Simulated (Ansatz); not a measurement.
## Fe: relaxation of cell and atoms with Slater exchange only

The system is Fe.

```
Fe
1.0
    -1.48050    1.48050    1.48050
     1.48050   -1.48050    1.48050
     1.48050    1.48050   -1.48050
Fe
1
Direct
  0.00000 0.00000 0.00000
```

The cell isn't the ideal one: volume scaled by 1.08.

| Quantity | Value |
| --- | --- |
| Program | Ansatz 0.2.0 |
| Task | relaxation of cell and atoms |
| Functional | Slater exchange only |
| Potentials or basis | all-electron LAPW, relativistic spinors |
| Basis error allowed | 0.001 eV/atom |
| k mesh | 10 × 10 × 10 |
| Occupations | fermi-dirac, width 0.025 eV |
| Spin | spin-orbit coupling, no magnetisation |

- Relaxed volume: 10.27 Å³/atom
- Relaxed cell: a = 2.372 Å, b = 2.372 Å, c = 2.372 Å, α = 109.47°, β = 109.47°, γ = 109.47°
- Space group after relaxing (to 0.05 Å): Im-3m (No. 229)
- Energy gained by relaxing: 411.3 meV/atom
- Ionic steps: 6
- Pressure after relaxing: 0.0 GPa

The path:
| step | energy change (eV) | largest force (eV/Å) | volume (Å³) |
| --- | --- | --- | --- |
| 1 | 0.0000 | 0.0000 | 12.98 |
| 2 | -0.3511 | 0.0000 | 11.17 |
| 3 | -0.3870 | 0.0000 | 9.77 |
| 4 | -0.4107 | 0.0000 | 10.35 |
| 5 | -0.4113 | 0.0000 | 10.27 |
| 6 | -0.4113 | 0.0000 | 10.27 |

Final structure:
```
CELL_PARAMETERS angstrom
-1.36952 1.36952 1.36952
1.36952 -1.36952 1.36952
1.36952 1.36952 -1.36952
ATOMIC_POSITIONS crystal
Fe 0.00000 0.00000 0.00000
```

Wall time 53 s on 2 threads of Arm Neoverse V1, on a shared host, peak memory 0.35 GiB.

Caveat: the run has no spin polarisation, though such a crystal can be magnetic. Spin polarisation is off, so any magnetic state and its effect on volume and gap are missing.
